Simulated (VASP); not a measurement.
# FeGe23 (a cell with a defect) in VASP: single point with PBEsol

Aim: the single point of FeGe23 (a cell with a defect) with PBEsol.

Program: VASP 6.6.1. These are calculated values, not measurements. Logs are shortened: lines on timing, memory, paths and dates and some standing lists are left out, and cuts for length are marked.

### 1 The crystal as given

The cell holds a defect, 24 atoms: a = 12.001 Å, b = 8.001 Å, c = 8.001 Å, α = 60.00°, β = 60.00°, γ = 60.00°.

### 2 Single point, PBEsol, collinear spin, ferromagnetic start

Contents of INCAR:

```
PREC = Accurate
ENCUT = 350
EDIFF = 1E-5
ISMEAR = 0
SIGMA = 0.03
LREAL = Auto
LASPH = T
NELM = 120
ALGO = Normal
ISIF = 2
LWAVE = F
LCHARG = F
ISPIN = 2
MAGMOM = 4 0 0 0 0 0 0 0 0 0 0 0 0 0 0 0 0 0 0 0 0 0 0 0
LORBIT = 11
NUPDOWN = 4
LMAXMIX = 4
GGA = PS
NBANDS = 187
ISYM = 0
KPAR = 2
```

Contents of KPOINTS:

```
regular mesh
0
Gamma
  2 2 2
```

Contents of POSCAR:

```
FeGe23                                  
1.0
    0.0000000000      8.4863100000      8.4863100000
    5.6575400000      0.0000000000      5.6575400000
    5.6575400000      5.6575400000      0.0000000000
  Fe              Ge            
     1    23
Direct
     0.0006749096371668    0.9985583130437391    0.9987569310150324
     0.0000436866515569    0.0001601418294640    0.5007389849664717
     0.9995335959595906    0.4995831589831696    0.0012663209634163
     0.0004422889639222    0.4988302787066791    0.4984851145480858
     0.3307895818850873    0.0033081762838480    0.0006612186453900
     0.3329989092059434    0.0033864306124324    0.4960220761132703
     0.3326301538573361    0.4987025395965899    0.0010925977486590
     0.3315470440243607    0.5029894060247093    0.5004578535375875
     0.6693430074616202    0.0017451478622986    0.9999779218083186
     0.6644675814475794    0.0043266845286774    0.4983380543443714
     0.6643076045950453    0.5006594393932160    0.0019581771629977
     0.6669134298052476    0.5015461259716050    0.5001964740506331
     0.0818695873369280    0.1242585305653107    0.1254905399648559
     0.0840852205492577    0.1234461073283036    0.6288500161809839
     0.0837548214336224    0.6286971921390113    0.1231866327149172
     0.0815523186206613    0.6251377864738843    0.6262236261643410
     0.4208849069842643    0.1236919764678606    0.1209729252729608
     0.4150822180246120    0.1271713958539016    0.6253724160177208
     0.4149088334724231    0.6281218417789076    0.1244929970657300
     0.4169306158043536    0.6269967912209023    0.6247265997738921
     0.7548920972697186    0.1261319609909688    0.1236605018475015
     0.7502097275922744    0.1256545273174644    0.6248713732377154
     0.7496474195378510    0.6265961129301780    0.1244075381944324
     0.7500364398795842    0.6278229340968877    0.6255141086607110
```

Potentials or basis: VASP PAW PBE potentials, release 64 (Fe, Ge_d).

On the command line:

```
$ cat potpaw_PBE.64/Fe/POTCAR potpaw_PBE.64/Ge_d/POTCAR > POTCAR
$ mpirun -np 4 vasp_std > vasp.out
```

OUTCAR:

```text
PREC = Accurate
   ENCUT = 350
   EDIFF = 1E-5
   ISMEAR = 0
   LREAL = Auto
   LASPH = T
   NELM = 120
   ISIF = 2
   ISPIN = 2
   LORBIT = 11
   NUPDOWN = 4
   GGA = PS
   ISYM = 0

 ion  position               nearest neighbor table
   1  0.001  0.999  0.999-  21 2.41  15 2.42  14 2.42  13 2.44
   2  0.000  0.000  0.501-  22 2.45  16 2.45  13 2.45  14 2.47
   3  1.000  0.500  0.001-  23 2.45  16 2.45  13 2.45  15 2.47
   4  0.000  0.499  0.498-  15 2.45  14 2.45  24 2.45  16 2.45
   5  0.331  0.003  0.001-  13 2.44  19 2.45  18 2.45  17 2.46
   6  0.333  0.003  0.496-  14 2.44  17 2.45  18 2.46  20 2.46
[... 16 lines left out ...]
  23  0.750  0.627  0.124-   3 2.45   9 2.45  12 2.45  11 2.46
  24  0.750  0.628  0.626-   4 2.45  12 2.46  11 2.46  10 2.46

IMPORTANT INFORMATION: All symmetrisations will be switched off!
NOSYMM: (Re-)initialisation of all symmetry stuff for point group C_1.

----------------------------------------------------------------------------------------

                                     Primitive cell

  volume of cell :     543.2555

  direct lattice vectors                    reciprocal lattice vectors
     0.000000000  8.486310000  8.486310000    -0.058918423  0.058918423  0.058918423
     5.657540000  0.000000000  5.657540000     0.088377634 -0.088377634  0.088377634
     5.657540000  5.657540000  0.000000000     0.088377634  0.088377634 -0.088377634

  length of vectors
    12.001454697  8.000969798  8.000969798     0.102049702  0.153074553  0.153074553

  position of ions in fractional coordinates (direct lattice)
     0.000674910  0.998558313  0.998756931
     0.000043687  0.000160142  0.500738985
     0.999533596  0.499583159  0.001266321
     0.000442289  0.498830279  0.498485115
     0.330789582  0.003308176  0.000661219
     0.332998909  0.003386431  0.496022076
[... 16 lines left out ...]
     0.749647420  0.626596113  0.124407538
     0.750036440  0.627822934  0.625514109

  ion indices of the primitive-cell ions
   primitive index   ion index
                 1           1
                 2           2
                 3           3
                 4           4
                 5           5
                 6           6
[... 16 lines left out ...]
                23          23
                24          24

----------------------------------------------------------------------------------------

 KPOINTS: regular mesh

Automatic generation of k-mesh.
 Grid dimensions read from file:
 generate k-points for:    2    2    2

 Generating k-lattice:

  Cartesian coordinates                     Fractional coordinates (reciprocal lattice)
    -0.029459211  0.029459211  0.029459211     0.500000000  0.000000000  0.000000000
     0.044188817 -0.044188817  0.044188817     0.000000000  0.500000000  0.000000000
     0.044188817  0.044188817 -0.044188817     0.000000000  0.000000000  0.500000000

  Length of vectors
     0.051024851  0.076537276  0.076537276

  Shift w.r.t. Gamma in fractional coordinates (k-lattice)
     0.000000000  0.000000000  0.000000000

 Subroutine IBZKPT returns following result:
 ===========================================

 Found      8 irreducible k-points:

 Following reciprocal coordinates:
            Coordinates               Weight
  0.000000  0.000000  0.000000      1.000000
  0.500000  0.000000  0.000000      1.000000
  0.000000  0.500000  0.000000      1.000000
  0.000000  0.000000  0.500000      1.000000
  0.500000  0.000000  0.500000      1.000000
  0.500000  0.500000  0.000000      1.000000
  0.000000  0.500000  0.500000      1.000000
  0.500000  0.500000  0.500000      1.000000
   k-points           NKPTS =      8   k-points in BZ     NKDIM =      8   number of bands    NBANDS=    188
   number of dos      NEDOS =    301   number of ions     NIONS =     24
   total plane-waves  NPLWV = 200000
   dimension x,y,z NGX =    80 NGY =   50 NGZ =   50
   dimension x,y,z NGXF=   160 NGYF=  100 NGZF=  100
   ions per type =               1  23
   NGX,Y,Z   is equivalent  to a cutoff of  11.08, 10.39, 10.39 a.u.
   NGXF,Y,Z  is equivalent  to a cutoff of  22.16, 20.78, 20.78 a.u.
 SYSTEM =  unknown system
   PREC   = accura    normal or accurate (medium, high low for compatibility)
   ISTART =      0    job   : 0-new  1-cont  2-samecut
   ICHARG =      2    charge: 1-file 2-atom 10-const
   ISPIN  =      2    spin polarized calculation?
   LNONCOLLINEAR =      F non collinear calculations
   LSORBIT =      F    spin-orbit coupling
   LASPH  =      T    aspherical Exc in radial PAW
   ENCUT  =  350.0 eV  25.72 Ry    5.07 a.u.  18.31 12.20 12.20*2*pi/ulx,y,z
   NELM   =    120;   NELMIN=  2; NELMDL= -5     # of ELM steps
   EDIFF  = 0.1E-04   stopping-criterion for ELM
   LREAL  =      T    real-space projection
   EDIFFG = 0.1E-03   stopping-criterion for IOM
   NSW    =      0    number of steps for IOM
   IBRION =     -1    ionic relax: 0-MD 1-quasi-New 2-CG
   NFREE  =      0    steps in history (QN), initial steepest desc. (CG)
   ISIF   =      2    stress and relaxation
   ISYM   =      0    0-nonsym 1-usesym 2-fastsym
   POTIM  = 0.5000    time-step for ionic-motion
   TEBEG  =    0.0;   TEEND  =   0.0 temperature during run
   PSTRESS=    0.0 pullay stress
   NELECT =     330.0000    total number of electrons
   NUPDOWN=       4.0000    fix difference up-down
   EMIN   =  10.00;   EMAX   =-10.00  energy-range for DOS
   EFERMI =   0.00;   METHOD = LEGACY
   ISMEAR =     0;   SIGMA  =   0.03  broadening in eV -4-tet -1-fermi 0-gaus
   EFERMI_NEDOS =   21; number of points for ismear=-14 and -15
   IALGO  =     38    algorithm
   IMIX   =      4    mixing-type and parameters
     AMIX     =   0.40;   BMIX     =  1.00
     AMIX_MAG =   1.60;   BMIX_MAG =  1.00
  volume/ion in A,a.u.               =      22.64       152.75
  Fermi-wavevector in a.u.,A,eV,Ry     =   1.386473  2.620054 26.154581  1.922307
  Thomas-Fermi vector in A             =   2.510785
   LORBIT       =     11    0 simple, 1 ext, 2 COOP (PROOUT), +10 PAW based schemes
   GGA     = PS    functional components
   LHFCALC =     F    Hartree Fock is set to
   AEXX    =    0.0000 exact exchange contribution
   IVDW    =     0    specifies the selected vdW correction
   LEPSILON=     F    determine dielectric tensor
   LRPA    =     F    only Hartree local field effects (RPA)
 spin polarized calculation
 Gauss-broadening in eV      SIGMA  =   0.03
  energy-cutoff  :      350.00
  volume of cell :      543.26
 maximum number of plane-waves:      8100
 NGX is ok and might be reduce to    80
   NGX = 37   NGY = 25   NGZ = 25

 number of electron     330.0000025 magnetization       4.0000001

 Free energy of the ion-electron system (eV)
  ---------------------------------------------------
  ext. energy  EPLUGINS =         0.00000000
  ---------------------------------------------------
  free energy    TOTEN  =      -118.93386723 eV

  energy without entropy =     -118.93009111  energy(sigma->0) =     -118.93197917

 E-fermi :   4.2909     XC(G=0): -10.1049

 val. band max:        4.8104871101   @ k =   0.5000   0.5000   0.0000
 cond. band min:       4.3155116335   @ k =   0.0000   0.0000   0.0000
 fundamental gap:     -0.4949754766
 Fermi energy:         4.8107310992

 spin component 1

 k-point     1 :       0.0000    0.0000    0.0000
  band No.  band energies     occupation
      1     -20.1207      1.00000
      2     -20.1102      1.00000
      3     -20.1053      1.00000
      4     -20.1039      1.00000
      5     -20.1002      1.00000
      6     -20.0988      1.00000
[... 1429 lines left out ...]
    176       6.8956      0.00000
    177       6.9078      0.00000
 Fermi energy:         4.2908815948

 spin component 2

 k-point     1 :       0.0000    0.0000    0.0000
  band No.  band energies     occupation
      1     -20.1121      1.00000
      2     -20.1037      1.00000
      3     -20.0987      1.00000
      4     -20.0964      1.00000
      5     -20.0925      1.00000
      6     -20.0912      1.00000
[... 1429 lines left out ...]
    176       7.0118      0.00000
    177       7.0644      0.00000
 [bands above 177 left out]

------------------------ aborting loop because EDIFF is reached ----------------------------------------

  FORCE on cell =-STRESS in cart. coord.  units (eV):
  Direction    XX          YY          ZZ          XY          YZ          ZX
  --------------------------------------------------------------------------------------
  -------------------------------------------------------------------------------------
  Total        0.9494080      0.8771514      0.8745636     -0.0803642     -0.7510283     -0.0750100
  in kB        2.8000084      2.5869080      2.5792760     -0.2370112     -2.2149438     -0.2212205
  external PRESSURE =       2.6553974 kB  Pullay stress =       0.0000000 kB

 VOLUME and BASIS-vectors are now :
 -----------------------------------------------------------------------------
  energy-cutoff  :      350.00
  volume of cell :      543.26
      direct lattice vectors                 reciprocal lattice vectors
     0.000000000  8.486310000  8.486310000    -0.058918423  0.058918423  0.058918423
     5.657540000  0.000000000  5.657540000     0.088377634 -0.088377634  0.088377634
     5.657540000  5.657540000  0.000000000     0.088377634  0.088377634 -0.088377634

 POSITION                                       TOTAL-FORCE (eV/Angst)
 -----------------------------------------------------------------------------------
     11.29989      5.65623      5.65511         0.167164     -0.035995     -0.027079
      2.83386      2.83332      0.00128         0.020189      0.036808     -0.043739
      2.83358      8.48952     11.30876         0.016744     -0.049430      0.047253
      5.64235      2.82395      2.82591         0.111565      0.019779      0.018435
      0.02246      2.81092      2.82590         0.003902      0.039673      0.035752
      2.82542      5.63220      2.84509        -0.007361      0.036715      0.003818
[... 16 lines left out ...]
      4.24883      7.06558      9.90673        -0.010187      0.034550     -0.014434
      7.09080      9.90391      9.91698        -0.028495     -0.007822     -0.012124
 -----------------------------------------------------------------------------------
    total drift:                                0.000105     -0.006847      0.000751

  FREE ENERGIE OF THE ION-ELECTRON SYSTEM (eV)
  ---------------------------------------------------
  free  energy   TOTEN  =      -118.9338672300 eV

  energy  without entropy=     -118.9300911051  energy(sigma->0) =     -118.93197917

 total charge

# of ion       s       p       d       tot
------------------------------------------
    1        0.463   0.379   6.128   6.970
    2        1.131   1.244  10.022  12.396
    3        1.131   1.244  10.022  12.396
    4        1.133   1.245  10.022  12.399
    5        1.127   1.261  10.021  12.409
    6        1.125   1.260  10.021  12.406
[... 16 lines left out ...]
   23        1.122   1.263  10.021  12.406
   24        1.126   1.257  10.020  12.402
--------------------------------------------------
tot         26.427  29.245 236.605 292.277

 magnetization (x)

# of ion       s       p       d       tot
------------------------------------------
    1        0.028   0.077   2.734   2.839
    2        0.005   0.016   0.001   0.022
    3        0.005   0.016   0.001   0.022
    4        0.009   0.017   0.001   0.026
    5        0.007   0.037   0.002   0.046
    6        0.008   0.027   0.002   0.037
[... 16 lines left out ...]
   23        0.005   0.019   0.001   0.024
   24        0.010   0.018   0.001   0.029
--------------------------------------------------
tot          0.177   0.425   2.799   3.401
```

It took 8.3 min on 4 MPI ranks of Intel Xeon 6975P-C (Granite Rapids), shared host; peak memory 0.59 GiB.

What came out:

```yaml
Free_energy: -118.9339 eV
Largest_force: 0.586 eV/Å
Net_moment: 4.00 μB per cell
Site_moments: Fe +2.84; Ge +0.02, +0.03, +0.05, +0.04, -0.01, +0.01 μB
Valence_electrons_inside_the_program's_atomic_spheres: Fe 6.97; Ge 12.40, 12.41, 12.39, 12.42
```

Forces in eV/Å, atoms in the order of the input:
```
Fe   0.167 -0.036 -0.027
Ge   0.020  0.037 -0.044
Ge   0.017 -0.049  0.047
Ge   0.112  0.020  0.018
Ge   0.004  0.040  0.036
Ge  -0.007  0.037  0.004
Ge  -0.012  0.010  0.035
Ge   0.025 -0.021 -0.027
Ge   0.002 -0.048 -0.050
Ge   0.057  0.047 -0.064
Ge   0.062 -0.067  0.038
Ge   0.022 -0.018 -0.017
Ge  -0.380 -0.321 -0.310
Ge   0.186  0.314 -0.287
Ge   0.191 -0.285  0.318
Ge  -0.021  0.013  0.028
Ge   0.007 -0.015 -0.022
Ge  -0.021 -0.015  0.010
Ge  -0.019  0.015 -0.019
Ge  -0.035  0.016  0.016
Ge  -0.335  0.324  0.315
Ge  -0.004 -0.022  0.028
Ge  -0.010  0.035 -0.014
Ge  -0.028 -0.008 -0.012
```

Caveat: the k mesh is coarse (spacing up to 0.48 Å⁻¹), so the values aren't converged; the cutoff is under 1.25 times the usual one of these potentials, so pressure, stress and relaxed cells hold a basis-set (Pulay) error; the PAW data sets were made with another functional, which shifts forces and pressure a little; the total moment is fixed, so each spin has its own Fermi level.
